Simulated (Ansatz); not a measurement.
# AlCo (Pm-3m) in Ansatz: single point with r2SCAN

Aim: the single point of AlCo with r2SCAN.

Everything below comes from runs of Ansatz 0.2.0. Logs are shortened: lines on timing, memory, paths and dates and some standing lists are left out, and cuts for length are marked.

## 1. The undisturbed crystal

The structure is cubic, space group Pm-3m (No. 221). The conventional cell has a = 2.819 Å, b = 2.819 Å, c = 2.819 Å, α = 90.00°, β = 90.00°, γ = 90.00°. Around Co (site symmetry m-3m) lie 8 Al at 2.44 Å. Al (site symmetry m-3m) is surrounded by 8 Co at 2.44 Å.

The cell is a database's computed one.

## 2. Single point, r2SCAN, collinear spin, ferromagnetic start (atoms moved at random, drawn with an rms of 0.1 Å)

File run.py:

```python
import json

import ase.io
import numpy as np
from ase.calculators.calculator import CalculationFailed, Calculator
from ase.stress import full_3x3_to_voigt_6_stress
from ase.units import GPa

import ansatz as az

class AnsatzCalculator(Calculator):
    implemented_properties = ["energy", "free_energy", "forces", "stress", "magmom"]

    def calculate(self, atoms, properties, system_changes):
        super().calculate(atoms, properties, system_changes)
        structure = atoms.copy()
        structure.set_constraint()
        structure.set_momenta(None)
        structure.set_masses(None)
        outcome = (
            az.Crystal.from_ase(structure)
            .calculation()
            .basis(xc_grid=3)
            .kpoints(7, 7, 7)
            .functional("r2scan")
            .pseudopotentials(kind="paw")
            .spin("collinear")
            .scf(tolerance=2e-10)
            .occupations(method="fermi_dirac", width=0.05)
            .forces()
            .stress()
            .run(threads=2)
        )
        if not outcome.report["converged"]:
            raise CalculationFailed("SCF not converged")
        report = outcome.report
        self.results = {
            "free_energy": report["lagrangian_ev"],
            "energy": report["lagrangian_ev"],
            "forces": np.array(report["forces_ev_ang"]),
            "stress": -GPa * full_3x3_to_voigt_6_stress(report["stress_gpa"]),
            "magmom": report["magnetization_mub"],
        }

np.set_printoptions(precision=5, suppress=True, linewidth=110)
atoms = ase.io.read("AlCo.xyz")
atoms.set_initial_magnetic_moments([2.0, 0.0])
atoms.calc = AnsatzCalculator()
print(f"free energy {atoms.get_potential_energy():.6f} eV")
print("forces (eV/A)", atoms.get_forces(), sep="\n")
print("stress (GPa, Voigt, tension positive)", atoms.get_stress() / GPa, sep="\n")
print(f"moment {atoms.get_magnetic_moment():.4f} muB")
```

File AlCo.xyz:

```xyz
2
Lattice="2.8194032100 0.0000000000 0.0000000000 0.0000000000 2.8194032100 0.0000000000 0.0000000000 0.0000000000 2.8194032100" Properties=species:S:1:pos:R:3 pbc="T T T"
Co     1.4505998680      1.4173675623      1.4040627986
Al    -0.0080719514     -0.0078915096      0.0029462764
```

Potentials or basis: Ansatz PAW.

The run is started by

```bash
python run.py
```

What it wrote:

```text
DeckWarning: basis.ecutwfc = 500 eV, auto-derived from the records' recommended cutoffs: set by Co (their level for a meta-GGA)
PlacementWarning: RAYON_NUM_THREADS=2 ignored (pool sized by the plan → 2); use plan(threads=…)
RunWarning: the starting moments were not kept: the SCF closed with an absolute magnetisation of 4.4e-4 μB, where they sum to 2 μB in size (1 site). That is at most 0.1 of that sum. The system's moment may be that small; this SCF shows only that its start led to no larger one. To try another start: change the starting moments (crystal.atoms[].spin, magnetization.per_species, magnetization.initial_magnetization, or on a non-colli [...]
free energy -5673.020157 eV
forces (eV/A)
[[-0.40883 -0.13072  0.07217]
 [ 0.40884  0.13073 -0.07218]]
stress (GPa, Voigt, tension positive)
[-0.83638 -0.9579  -0.96753  0.02507  0.07832 -0.14183]
moment -0.0002 muB
```

engine_input.yaml:

```text
crystal:
  lattice:
    - [2.81940321, 0.0, 0.0]
    - [0.0, 2.81940321, 0.0]
    - [0.0, 0.0, 2.81940321]
  atoms:
    - { symbol: Co, position: [0.5145060000126764, 0.5027189999900723, 0.4980000000070937], spin: 2.0 }
    - { symbol: Al, position: [-0.002863000003465272, -0.002799000005394759, 0.0010450000161559014], spin: 0.0 }
basis:
  xc_grid: 3
kpoints:
  mp_grid:
    grid: [7, 7, 7]
hamiltonian:
  xc: r2scan
  pseudopotentials:
    kind: paw
magnetization:
  spin_polarized: true
scf:
  convergence:
    dr2_threshold: 2.0e-10
  occupations:
    method: fermi_dirac
    width: 0.05
output:
  forces: true
  stress: true
```

Run time: 84 s. Hardware: 2 threads of Arm Neoverse N1, shared host; peak memory 0.59 GiB.

What came out:

| Quantity | Value |
| --- | --- |
| Free energy | -5673.0202 eV |
| Pressure | 0.9 GPa |
| Largest force | 0.435 eV/Å |
| Net moment | 0.00 μB per cell |
| Absolute moment | 0.00 μB per cell |

Forces on the atoms (eV/Å):
```
Co  -0.409 -0.131  0.072
Al   0.409  0.131 -0.072
```

Caveat: the magnetic or orbital state may not be the lowest; the starting moments collapsed, and a magnetic state may lie lower; the PAW data sets were made with another functional, which shifts forces and pressure a little; the starting moments weren't kept.
